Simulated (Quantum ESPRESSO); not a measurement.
Crystal: WC (Qusongite).

```
W C
1.0
     2.90650    0.00000    0.00000
    -1.45325    2.51710    0.00000
     0.00000    0.00000    2.83660
W C
1 1
Direct
  0.00000 0.00000 0.00000
  0.66667 0.33333 0.50000
```

| Property | Result |
| --- | --- |
| Program | Quantum ESPRESSO 7.5 |
| Task | phonons |
| Functional | PBE |
| Potentials or basis | GBRV 1.5 PBE |
| Cutoff | 762 eV |
| Density cutoff | 6095 eV |
| k mesh | 10 × 10 × 9 |
| Occupations | cold, width 0.2 eV |
| Spin | no spin polarisation |
| Target pressure | 5 GPa |
| Mixing beta | 0.5 |
| Most SCF iterations | 120 |
| SCF threshold | 4e-10 Ry |

The cell and the atoms were relaxed first at 5 GPa, to 10.41 Å³/atom (a = 2.911 Å, b = 2.911 Å, c = 2.839 Å, α = 90.00°, β = 90.00°, γ = 120.00°), and the response was taken there.

```
W C
1.0
     2.91057    0.00000    0.00000
    -1.45528    2.52063    0.00000
     0.00000    0.00000    2.83883
W C
1 1
Direct
  0.00000 0.00000 0.00000
  0.66667 0.33333 0.50000
```

**Question.** Which optical modes does the crystal have at the zone centre, and which show in infrared and Raman spectra?

**Answer.** The optical modes are A''2 + E'. Infrared active: A''2 + E'. Raman active: E'.

Optical modes at Γ, degenerate ones joined:
| cm⁻¹ | components | symmetry | active in |
| --- | --- | --- | --- |
| 588 | 1 | A''2 | IR |
| 620 | 2 | E' | IR and Raman |

Caveat: the mesh is thin for the phonons of a metal; the cell is more than 3 GPa from zero pressure, which shifts response properties.
